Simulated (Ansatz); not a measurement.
Bi, 2 atoms in the cell. The structure is trigonal, space group R-3m (No. 166). Conventional cell: a = 4.535 Å, b = 4.535 Å, c = 11.814 Å, α = 90.00°, β = 90.00°, γ = 120.00°. Bi (site symmetry 3m) is surrounded by 6 Bi at 3.06 to 3.52 Å. 

* Program: Ansatz 0.2.0
* Task: ladder of functionals
* Functional: SVWN5
* Dispersion: D4
* Potentials or basis: Ansatz PAW
* Cutoff: 420 eV (not typed: the program's choice for these potentials)
* k mesh: 7 × 7 × 7
* Occupations: cold, width 0.1 eV
* Spin: collinear spin, antiferromagnetic start
* Starting moments: [0.5, -0.5] μB

Potentials or basis: Ansatz PAW.

Run with:

```bash
$ ansatz run input.yaml --threads 1 --pin off --max-ram 2560MiB --backend cpu --events-out ev --progress --plain --runs-dir out
```

Hardware: 1 thread of Arm Neoverse V1, with other jobs on the host.

**Question.** Estimate the wall time of this run.

**Answer.** It took 36 s on 1 thread of Arm Neoverse V1 (shared host), peak memory 0.43 GiB. Counts: scf iterations 15, plane waves 1369, k points 44, bands 20.
